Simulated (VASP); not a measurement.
## BN: elastic constants with PBE

BN:

```
N B
1.0
     0.00000    1.81300    1.81300
     1.81300    0.00000    1.81300
     1.81300    1.81300    0.00000
N B
1 1
Direct
  0.25000 0.25000 0.25000
  0.00000 0.00000 0.00000
```

The cell is a database's computed one.

* Program: VASP 6.6.1
* Task: elastic constants
* Functional: PBE
* Potentials or basis: VASP PAW PBE potentials, release 64 (N, B)
* Cutoff: 600 eV
* k mesh: 10 × 10 × 10
* Occupations: fermi-dirac, width 0.05 eV
* Spin: no spin polarisation
* Ions in elastic constants: relaxed
* Further INCAR settings: ALGO = Normal; EDIFF = 1e-08; IBRION = 6; POTIM = 0.015; NSW = 1; ISIF = 3

* Relaxed volume: 5.95 Å³/atom
* Relaxed cell: a = 2.563 Å, b = 2.563 Å, c = 2.563 Å, α = 60.00°, β = 60.00°, γ = 60.00°
* Space group after relaxing (to 0.05 Å): F-43m (No. 216)
* Elastic constants C11, C12, C44: 780, 170, 444 GPa
* Voigt bulk modulus: 373 GPa
* Highest phonon frequency at Γ, LO-TO splitting left out: 1030 cm⁻¹

Final structure:
```
N B
1.0
     0.00000    1.81226    1.81226
     1.81226    0.00000    1.81226
     1.81226    1.81226    0.00000
N B
1 1
Direct
  0.25000 0.25000 0.25000
  0.00000 0.00000 0.00000
```

Phonon frequencies in cm⁻¹ (negative: imaginary):
```tsv
q point	frequencies
(0.000, 0.000, 0.000)	0 0 0 1030 1030 1030
```

Elastic tensor in Voigt notation (GPa, in the Cartesian axes of the cell as first typed):
```
780 170 170   0   0   0
170 780 170   0   0   0
170 170 780   0   0   0
  0   0   0 444   0   0
  0   0   0   0 444   0
  0   0   0   0   0 444
```

Clamped-ion elastic tensor (GPa):
```
780 170 170   0   0   0
170 780 170   0   0   0
170 170 780   0   0   0
  0   0   0 445   0   0
  0   0   0   0 445   0
  0   0   0   0   0 445
```

It took 6.4 min on 1 thread of Intel(R) Xeon(R) Platinum 8175M CPU @ 2.50GHz (Skylake/Cascade Lake), with other jobs on the host, peak memory 0.19 GiB.
